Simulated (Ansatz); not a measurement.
# TaN in Ansatz: the effect of target pressure

The system is TaN.

```
Ta N
1.0
     0.00000    2.21132    2.21132
     2.21132    0.00000    2.21132
     2.21132    2.21132    0.00000
Ta N
1 1
Direct
  0.50000 0.50000 0.50000
  0.00000 0.00000 0.00000
```

The cell comes from a database or a generator and needn't be the stable form of this composition.

Alike in all runs:

```yaml
Program: Ansatz 0.2.0
Task: relaxation of cell and atoms
Functional: r2SCAN
Potentials_or_basis: Ansatz PAW
Cutoff: "500 eV (not typed: the program's choice for these potentials)"
k_mesh: 10 × 10 × 10
Occupations: fermi-dirac, width 0.05 eV
Spin: no spin polarisation
```

Each run relaxes the cell or the atoms first.

| target pressure | relaxed volume (Å³/atom) |
| --- | --- |
| 0 GPa | 10.62 |
| 2 GPa | 10.56 |
| 5 GPa | 10.47 |
| 10 GPa | 10.34 |
| 20 GPa | ? |
| 30 GPa | 9.87 |

Task: What does the run with target pressure 20 GPa give?

Result: Relaxed volume 10.09 Å³/atom.

Worked out: In Murnaghan's law V^(-B') rises as a straight line in P. The other rows fit best with B' = 4.2, V0 = 10.62 Å³/atom and B0 = 350 GPa, which gives 10.09 Å³/atom at 20 GPa, against the run's 10.09.

Caveats: the plane-wave basis is chosen anew once the cell has moved, so the energies of steps on either side of that aren't comparable; the PAW data sets come from PBE, with cores solved anew for the run's functional, which leaves a small shift of forces and pressure.

Runs at the PBE level aren't shown here.
